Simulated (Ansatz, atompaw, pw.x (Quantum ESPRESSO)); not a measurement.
W: one change to the PAW (atompaw) potential, in the atom and in the sc crystal

atompaw 4.2.0.5 input, output lines left out:

```
W 74
GGA-PBE scalarrelativistic loggrid 2001 logderivrange -2 5 176
6 6 5 4 0 0
6 1 0
5 2 4
0 0 0
c
c
c
c
c
v
c
c
c
c
v
c
c
v
c
2
3.00 2.20 2.50 2.20
y
-0.05
n
y
0.75
n
y
0.55
n
custom polynom gramschmidtortho sinc
bessel
3.00
3.00
3.00
3.00
3.00
1.85
```

Change: wave 5d channel at 0.55 Ry: rc 1.85 bohr becomes 5d channel at 2.72 Ry: rc 1.85 bohr.

Cutoffs, loose and tight: the cutoffs (Ry, on a coarse ladder) from which the occupation-weighted sum of valence levels, in a spherical-Bessel basis at the reference potential, stays within 10 and 1 mRy of its value at 400 Ry. They see the waves and projectors alone, not the compensation charge or the core.

Crystal test: sc W in pw.x 7.5, no spin, 12³ k-points, Fermi–Dirac smearing 0.01 Ry, cutoffs set for each file from its atomic test. The reference is all-electron LAPW (Ansatz 0.2.0) with the same functional, mesh and smearing; V0 and B0 come from Birch–Murnaghan fits to the pressures at five volumes. Errors are pseudo minus all-electron; Δ is the rms difference of the E(V) curves that follow from these fits, minima aligned, over ±6 % about the mean V0. Mesh and smearing are coarse, so the numbers serve the comparison and aren't converged zero-temperature values; the lattice is a test structure that the element need not adopt.

All-electron: a0 = 2.638 Å (V0 = 18.36 Å³/atom), B0 = 216.4 GPa.

Task: Does the change bring the crystal closer to the all-electron result?

Result: The mean pressure error goes from +3.71 to +4.15 GPa, so the change moves the solid further from the all-electron pressures. The B0 error goes the other way, from +0.9 to -0.5 %.

| quantity | base | changed |
| --- | --- | --- |
| outcome (atom) | generated | generated |
| cutoff, loose (atom) | 10 Ry | 10 Ry |
| cutoff, tight (atom) | 18 Ry | 18 Ry |
| bound ghosts (atom) | none | none |
| cutoffs in pw.x (Ry) | 40/400 | 40/400 |
| a0 (Å) | 2.653 | 2.655 |
| a0 error (%) | +0.57 | +0.64 |
| B0 error (%) | +0.9 | -0.5 |
| Δ (meV/atom) | 15.0 | 16.7 |
| mean pressure error (GPa) | +3.71 | +4.15 |

Base: The largest radius (3.00 bohr) exceeds half the bond length (2.50 bohr), so the spheres overlap, which is one possible source of error among others. This is a poor potential for the solid. Changed file: The largest radius (3.00 bohr) exceeds half the bond length (2.50 bohr), so the spheres overlap, which is one possible source of error among others. This is a poor potential for the solid. The atomic cutoffs weigh occupied waves only.
